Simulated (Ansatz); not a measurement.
The system is WC.

```
W C
1.0
     0.00000    2.19268    2.19268
     2.19268    0.00000    2.19268
     2.19268    2.19268    0.00000
W C
1 1
Direct
  0.00000 0.00000 0.00000
  0.50000 0.50000 0.50000
```

Measurements of this composition are mostly on another form, of space group No. 187.

```yaml
Program: Ansatz 0.2.0
Task: relaxation of cell and atoms
Functional: revPBE
Dispersion: D3(BJ)
Potentials_or_basis: Ansatz PAW
Cutoff: "420 eV (not typed: the program's choice for these potentials)"
k_mesh: 10 × 10 × 10
Occupations: fermi-dirac, width 0.05 eV
Spin: no spin polarisation
```

At the start: volume 10.54 Å³/atom.

Q: Where does the relaxation end?

A: It ends after 7 steps and the volume is 10.20 Å³/atom (-3.3 %); space group Fm-3m (No. 225, to 0.05 Å).

Step by step:
| step | energy change (eV) | largest force (eV/Å) | volume (Å³) |
| --- | --- | --- | --- |
| 1 | 0.0000 | 0.0000 | 21.08 |
| 2 | -0.0228 | 0.0000 | 20.09 |
| 3 | -0.0280 | 0.0000 | 20.41 |
| 4 | -0.0281 | 0.0000 | 20.40 |
| 5 | -0.0269 | 0.0000 | 20.40 |
| 6 | -0.0269 | 0.0000 | 20.39 |
| 7 | -0.0268 | 0.0000 | 20.39 |

Final structure:
```cif
data_structure
_symmetry_space_group_name_H-M 'P 1'
_symmetry_Int_Tables_number 1
_cell_length_a 3.0666
_cell_length_b 3.0666
_cell_length_c 3.0666
_cell_angle_alpha 60.000
_cell_angle_beta 60.000
_cell_angle_gamma 60.000
_cell_volume 20.39
loop_
_atom_site_label
_atom_site_type_symbol
_atom_site_fract_x
_atom_site_fract_y
_atom_site_fract_z
_atom_site_occupancy
W1 W 0.00000 0.00000 0.00000 1
C1 C 0.50000 0.50000 0.50000 1
```

Caveat: the plane-wave basis is chosen anew once the cell has moved, so the energies of steps on either side of that aren't comparable; the pressure holds a Pulay correction of +0.3 GPa for the finite cutoff; pairwise dispersion overbinds metals, which lowers pressure and volume; the PAW data sets come from PBE, with cores solved anew for the run's functional, which leaves a small shift of forces and pressure.
